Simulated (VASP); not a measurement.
## BaTiO3 under changes of volume

One of the cells (12.328 Å³/atom); the others are scaled copies at fixed shape and fractional positions:

```xyz
5
Lattice="3.9502 0.0000 0.0000 0.0000 3.9502 0.0000 0.0000 0.0000 3.9502" Properties=species:S:1:pos:R:3 pbc="T T T"
Ba    1.9751    1.9751    1.9751
Ti    0.0000    0.0000    0.0000
O     0.0000    0.0000    1.9751
O     0.0000    1.9751    0.0000
O     1.9751    0.0000    0.0000
```

```yaml
Program: VASP 6.6.1
Functional: LDA
Potentials_or_basis: VASP PAW LDA potentials, release 64 (Ba_sv, Ti_sv, O)
Cutoff: 520 eV
k_mesh: 6 × 6 × 6
Occupations: gaussian, width 0.02 eV
Spin: no spin polarisation
```

```tsv
volume (Å³/atom)	energy over the lowest point (meV/atom)	pressure (GPa)	gap on the mesh (eV)
11.835	13.97	8.8	1.80
12.081	?	?	?
12.328	0.00	0.2	1.73
12.574	2.37	-3.5	1.69
12.821	10.11	-6.8	1.66
```

Task: What does the run at 12.081 Å³/atom give?

Result: Energy over the lowest point 3.64 meV/atom; pressure 4.2 GPa; gap on the mesh 1.76 eV.

Worked out: A Birch-Murnaghan fit of order 2 (a polynomial in V^(-2/3)) to the other rows has its minimum at 12.35 Å³/atom with B0 = V·E''(V) = 193 GPa. It gives 3.69 meV/atom at 12.081 Å³/atom, against the run's 3.64, and -dE/dV = 4.5 GPa, against 4.2. A straight line through the other rows of the gap, of slope -1.77 eV per unit of ln V, gives 1.76 eV, against the run's 1.76.

Energies are extrapolated to zero smearing.

Caveats: spin-orbit coupling is left out, which moves the levels of the heavy elements.

A mesh can miss the band edges.
